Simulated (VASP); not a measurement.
BaTiO3:

```
Ba Ti O
1.0
     3.99980    0.00000    0.00000
     0.00000    3.99980    0.00000
     0.00000    0.00000    4.01800
Ba Ti O
1 1 3
Cartesian
  0.0000 0.0000 0.0000
  1.9999 1.9999 1.9688
  0.0000 1.9999 2.0773
  1.9999 0.0000 2.0773
  1.9999 1.9999 0.0763
```

| Property | Result |
| --- | --- |
| Program | VASP 6.6.1 |
| Task | relaxation of cell and atoms |
| Functional | revPBE |
| Potentials or basis | VASP PAW PBE potentials, release 64 (Ba_sv, Ti_sv, O) |
| Cutoff | 600 eV |
| k mesh | 7 × 7 × 7 |
| Occupations | fermi-dirac, width 0.05 eV |
| Spin | no spin polarisation |

At the start: pressure 7.1 GPa; volume 12.86 Å³/atom.

**Question.** How do energy, volume and symmetry change on relaxing?

**Answer.** Over 27 steps the energy falls by 26.8 meV/atom and the volume is 14.00 Å³/atom (+8.9 %); space group P4mm (No. 99, to 0.05 Å).

The path:
```
step  energy change (eV)  largest force (eV/Å)  pressure (GPa)  volume (Å³)
   1              0.0000                0.2745            7.12        64.28
   2             -0.0307                0.6695           -4.99        69.75
   3             -0.0668                0.4921           -0.32        67.34
   4             -0.0828                0.3355           -0.11        67.52
   5             -0.0952                0.1442            0.65        67.83
   6             -0.1044                0.1643            0.28        68.28
   7             -0.1147                0.2915           -0.34        69.42
   8             -0.1229                0.1745           -0.56        69.33
   9             -0.1229                0.1738           -0.56        69.33
  10             -0.1262                0.1462            0.59        68.87
  11             -0.1263                0.1416            0.77        68.80
  12             -0.1297                0.1011            0.49        69.05
  13             -0.1313                0.1201            0.16        69.37
  14             -0.1321                0.1432           -0.34        69.63
  15             -0.1321                0.1228           -0.26        69.59
  16             -0.1329                0.0685            0.11        69.54
  17             -0.1330                0.0725            0.18        69.53
  18             -0.1334                0.0234            0.12        69.67
  19             -0.1335                0.0613            0.08        69.79
  20             -0.1337                0.0147           -0.12        69.92
  21             -0.1337                0.0167           -0.23        70.00
  22             -0.1339                0.0170           -0.07        69.96
  23             -0.1339                0.0190           -0.01        69.95
  24             -0.1339                0.0168            0.03        69.94
  25             -0.1339                0.0160            0.05        69.94
  26             -0.1339                0.0132            0.04        69.95
  27             -0.1340                0.0049           -0.02        69.98
```

Final structure:
```yaml
crystal:
  lattice:
    - [4.00159, 0.00000, 0.00000]
    - [0.00000, 4.00159, 0.00000]
    - [0.00000, 0.00000, 4.37049]
  atoms:
    - { symbol: Ba, position: [0.00000, 0.00000, 0.98112] }
    - { symbol: Ti, position: [0.50000, 0.50000, 0.46452] }
    - { symbol: O, position: [0.00000, 0.50000, 0.52231] }
    - { symbol: O, position: [0.50000, 0.00000, 0.52231] }
    - { symbol: O, position: [0.50000, 0.50000, 0.05274] }
```

Caveat: the PAW data sets were made with another functional, which shifts forces and pressure a little.
